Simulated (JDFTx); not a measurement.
HfC under changes of volume

One of the cells (12.568 Å³/atom); the others are scaled copies at fixed shape and fractional positions:

```
Hf C
1.0
     0.00000    2.32500    2.32500
     2.32500    0.00000    2.32500
     2.32500    2.32500    0.00000
Hf C
1 1
Direct
  0.50000 0.50000 0.50000
  0.00000 0.00000 0.00000
```

```yaml
Program: JDFTx 1.7.0 (patched build)
Functional: RPBE
Potentials_or_basis: PseudoDojo-SR-PBE-0.5-standard
Cutoff: 1116 eV
Density_cutoff: 8925 eV
k_mesh: 10 × 10 × 10
Occupations: fermi-dirac, width 0.05 eV
Spin: no spin polarisation
```

```csv
volume (Å³/atom),energy over the lowest point (meV/atom),pressure (GPa)
11.814,?,?
12.065,30.75,14.6
12.317,12.33,8.9
12.568,2.34,3.8
12.819,0.00,-0.8
13.071,4.58,-5.0
13.322,15.44,-8.8
```

Q: What does the run at 11.814 Å³/atom give?

A: Energy over the lowest point 58.50 meV/atom; pressure 20.8 GPa.

Worked out: A Birch-Murnaghan fit of order 3 (a polynomial in V^(-2/3)) to the other rows has its minimum at 12.78 Å³/atom with B0 = V·E''(V) = 228 GPa and B' = 3.9. It gives 58.36 meV/atom at 11.814 Å³/atom, against the run's 58.50, and -dE/dV = 20.8 GPa, against 20.8.

Energies are extrapolated to zero smearing.

Caveats: the potentials were made for another functional, which shifts forces and pressure.
